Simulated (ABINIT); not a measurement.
Here is an ABINIT 10.8.3 (patched build) calculation.

run.abi

```
ndtset 7
getwfk -1
scalecart1 3*0.9795861087
scalecart2 3*0.9864848297
scalecart3 3*0.9932883884
scalecart4 3*1.0000000000
scalecart5 3*1.0066227096
scalecart6 3*1.0131594038
scalecart7 3*1.0196128224

pp_dirpath "./"
pseudos "Si.GGA_PBE-JTH.xml"

acell 4.7849944174 4.7849944174 4.7849944174
rprim
     1.0000000000     0.0000000000     0.0000000000
     0.0000000000     1.0000000000     0.0000000000
     0.0000000000     0.0000000000     1.0000000000
ntypat 1
znucl 14
natom 1
typat 1
xred
     0.5000000000     0.5000000000     0.5000000000

ecut 489.804952 eV
pawecutdg 36.0

kptopt 1
ngkpt 10 10 10
nshiftk 1
shiftk 0.0 0.0 0.0

ixc 7

nband 6
occopt 3
tsmear 0.05 eV

nstep 100
tolvrs 1.0e-9

iomode 3
prtwf 1
prtden 0
prteig 0
prtebands 0
enunit 2
```

Potentials or basis: JTH PAW PBE v2.0.

Launch:

```bash
$ abinit run.abi > log 2>&1
```

Estimate the bulk modulus.

112 GPa.

Predict the equilibrium volume.

15.77 Å³/atom.

Energy against volume, from the lowest point:
```tsv
volume (Å³/atom)	energy (meV/atom)
15.261	5.58
15.585	0.31
15.910	0.00
16.235	4.16
16.560	12.29
16.884	23.98
17.209	38.89
```

Caveat: pressures at fixed basis lie under the slope of the energies; the PAW data sets were made with another functional, which shifts forces and pressure a little.
